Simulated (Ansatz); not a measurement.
W:

```
W
1.0
     0.00959    2.03876    2.02351
     1.98893   -0.01665    2.04974
     1.99012    2.06617   -0.01783
W
1
Direct
  0.95784 0.94530 0.06846
```

The cell isn't the ideal one: cell strained at random at fixed volume.

Below is the output of Ansatz 0.2.0 for this cell. Logs are shortened: lines on timing, memory, paths and dates and some standing lists are left out, and cuts for length are marked.

```text
Warning: output.stress: scf.convergence.dr2_threshold = 1e-7 eV (the SCF's general default) is looser than the 1e-10 eV advised for a printed stress (1e-10 eV for each atom of the cell: 1). What an SCF threshold leaves in a stress goes as its square root, and in the free energy as the threshold itself, and one threshold admits the most on a small cell: of the crystals measured, under no hybrid functional and no lock of the moments, on runs that ended without the residual-converged pass, on stresses that held no estimate of that error, the worst erred by over 100 MPa in a component at 1e-7 eV an atom and by under 5 at 1e-10. Set scf.convergence.dr2_threshold to 1e-10 eV or tighter. The threshold is an SCF's pass mark: one that does not reach it within its budget of iterations ends unconverged, or closes short of it on a stop that the run arms, and scf.convergence.dr2_threshold's page says what that costs each kind of run
Warning: output.stress: scf.exx.energy_threshold = 1e-6 eV is looser than the 1e-8 eV advised for a stress under a hybrid functional (1e-8 eV for each atom of the cell: 1). Every SCF of the exchange loop can meet its threshold on dr2 while the loop round them stops early: no threshold on dr2 bounds what that leaves in the stress. Set scf.exx.energy_threshold to 1e-8 eV or tighter. The threshold is the loop's pass mark: a loop that does not reach it within its budget of cycles ends unconverged, and scf.exx.energy_threshold's page has the law
Warning: RAYON_NUM_THREADS=2 ignored (pool sized by the plan → 2); use --threads N
Engine: ansatz 0.2.0, aarch64-unknown-linux-gnu
Pseudopotentials: kind: paw_fr
Pseudopotential: W, paw_fr, valence charge 14, recommended cutoff 500 eV (meta_gga), W.paw.azcp#standard-fr
Functional definition: r2SCANh
  parameter a = 0.1
  parameter k0 = 0.174
  parameter k1 = 0.065
  parameter a1 = 4.9479
  exchange = (1 - a)*r2scan_x(k0 = k0, k1 = k1, a1 = a1) + a*exact_x
  correlation = r2scan_c
non-collinear run that drives no moment, with spin-orbit: no starting moment large enough to seed its density (crystal.atoms[].spin), no starting occupations that ask for one, no magnetisation constraint and no magnetic field, so the semilocal B_xc is pinned to zero
Crystal: 1 atoms, lattice volume = 16.731 Å³
Basis set: ecut = 500 eV, 419 PW (Γ), exchange–correlation on 96×96×96 points (64 copies of the dense FFT grid, shifted against one another)
Bands: 22, of which v1, the nominal top of the filled ones, is band 14 counted from 1 (13 counted from 0)
Symmetry: 2 space group operations + 2 with time reversal
Magnetic group: BNS 2.5 (UNI 5), of the structure as read, at distance tolerance 2.6e-5 Å
k-points: 112 of 216
Projection manifold: j_resolved (fully-relativistic pseudo-atomic orbitals)
Non-local potential: W, projectors of the file, l = 0: 3, l = 1: 4, l = 2: 4, l = 3: 2
PAW form: soft (Blöchl's): semilocal exchange-correlation on the pseudo side does not see the compensation charge
[... 87 lines left out ...]
Harris-Foulkes:  -10368.369962 eV  (|F-HF|=5.82e-11)
Internal energy: -10368.369961 eV  (E = F + TS)
E sigma→0 (E₀):  -10368.369961 eV
Entropy (-TS):   -0.000001 eV (-0.001 meV/atom)
Fermi energy:    20.839338 eV
--- Per-component energies (eV) ---
  E_band       = -127.577623
  E_kinetic    = 447.938487
  E_local      = -634.951230  (includes V_loc(G=0)·N_el)
  E_nonlocal   = -3.347506
  E_hartree    = 225.358601
  E_xc         = -225.544475
  E_vxc        = -234.374044  (∫ρ·V_xc dr)
  E_exx        = -18.424875  (= α·E_x^exact, valence–valence)
  E_paw        = -8564.189786  (= ΣΔE_a)
  E_vpaw       = -128.499338  (= ΣTr[D̂ρ^β])
  E_aug_tail   = -0.000045  (compensation charges beyond the density's cutoff)
  E_vtau       = 11.788562  (kinetic-family band-sum trace: ∫τ·v_τ [+ j·A + Jᵃ·Aᵃ] dr)
  E_ewald      = -1593.494706
  E_core_change = -1.714427  (= ΣΔE_core)
  E_smearing   = -0.000001  (= −TS)
  E_closure    = 0.000000  (closes the sum)
  Σ components = -10368.369962   (vs F -10368.369962, Δ=0.00e0)
--- Forces (eV/Å), atoms counted from 1 ---
  atom   1  W      0.00000000     0.00000000     0.00000000
  max |Σ_I F_I| component: 0.00e0 eV/Å
--- Stress (GPa, compression-positive) ---
      -23.308238       0.027320       0.731295
        0.027319       0.352068      -6.775098
        0.731297      -6.775070      -1.017330
  P = ⅓ Tr σ = -7.9912 GPa (-79.912 kbar)
--- Band table (eV; the first three rows and the last of 112) ---
  k-point 0: bands = ["-56.2978", "-56.2978", "-26.2112", "-26.2112", "-16.0949", "-16.0949", "-16.0572", "-16.0572", "10.6765", "10.6765", "19.3169", "19.3169", "19.8106", "19.8106", "20.6480", "20.6480", "23.5207", "23.5207", "24.2778", "24.2778", "34.2906", "34.2906"]
  k-point 1: bands = ["-56.2700", "-56.2700", "-26.2910", "-26.2910", "-16.3596", "-16.3596", "-16.1089", "-16.1089", "11.8622", "11.8622", "18.8811", "18.8811", "20.0449", "20.0449", "21.0938", "21.0938", "23.3233", "23.3233", "23.9367", "23.9367", "35.9557", "35.9557"]
  k-point 2: bands = ["-56.2139", "-56.2139", "-26.4535", "-26.4535", "-16.8633", "-16.8633", "-16.1964", "-16.1964", "13.9325", "13.9325", "18.9275", "18.9275", "19.8022", "19.8022", "20.7179", "20.7179", "24.6100", "24.6100", "25.0726", "25.0726", "33.2580", "33.2580"]
  k-point 111: bands = ["-56.1786", "-56.1786", "-26.5510", "-26.5510", "-17.1166", "-17.1166", "-16.2753", "-16.2753", "14.4032", "14.4032", "19.0900", "19.0900", "20.5375", "20.5375", "20.9738", "20.9738", "26.0476", "26.0476", "26.5029", "26.5029", "31.8586", "31.8586"]
```

Question: What input gives this log?

Answer: Single point with r2SCANh, spin-orbit coupling, no magnetisation. The files as run (others can give the same):

input.yaml
```yaml
crystal:
  lattice:
    - [0.009587, 2.038755, 2.023508]
    - [1.988932, -0.016648, 2.049743]
    - [1.990116, 2.066174, -0.017832]
  atoms:
    - { symbol: W, position: [-0.042158, -0.054698, 0.068458] }
hamiltonian:
  xc: r2scanh
  pseudopotentials: { kind: paw_fr }
magnetization:
  noncollinear: true
  spin_orbit: true
kpoints:
  mp_grid: { grid: [6, 6, 6] }
scf:
  occupations: { method: gaussian, width: 0.05 }
output:
  forces: true
  stress: true
  eigenvalues: true
```

Potentials or basis: Ansatz PAW.
Launch:
```bash
$ ansatz run input.yaml --threads 2 --pin off --max-ram 5632MiB --backend cpu --events-out ev --progress --plain --runs-dir out
```

Caveat: the k mesh is coarse (spacing up to 0.45 Å⁻¹), so the values aren't converged, least of all with exact exchange; the PAW data sets come from PBE, with cores solved anew for the run's functional, which leaves a small shift of forces and pressure; the thresholds are loose for stress.
